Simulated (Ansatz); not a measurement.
# Bi in Ansatz: the effect of functional

Crystal: Bi.

```
Bi
1.0
     3.44145   -3.09024    0.00000
     3.44145    3.09024    0.00000
    -1.24320    0.00000    3.07147
Bi
2
Cartesian
  4.1173 0.0000 2.6334
  1.5224 0.0000 0.4380
```

This isn't the form of Bi at room conditions, which is rhombohedral.

The cell isn't the ideal one: volume scaled by 0.96.

Alike in all runs:

- Program: Ansatz 0.2.0
- Task: single point
- Potentials or basis: Ansatz PAW
- k mesh: 6 × 6 × 9
- Occupations: fermi-dirac, width 0.05 eV
- Spin: no spin polarisation

```tsv
functional	cutoff	pressure (GPa)	largest force (eV/Å)
LDA	420 eV (not typed: the program's choice for these potentials)	-1.8	0.03
PBEsol	420 eV (not typed: the program's choice for these potentials)	?	?
r2SCAN	500 eV (not typed: the program's choice for these potentials)	1.4	0.09
```

What does the run with functional PBEsol give?

Pressure -0.5 GPa; largest force 0.01 eV/Å.

Caveats: the PAW data sets come from PBE, with cores solved anew for the run's functional, which leaves a small shift of forces and pressure.
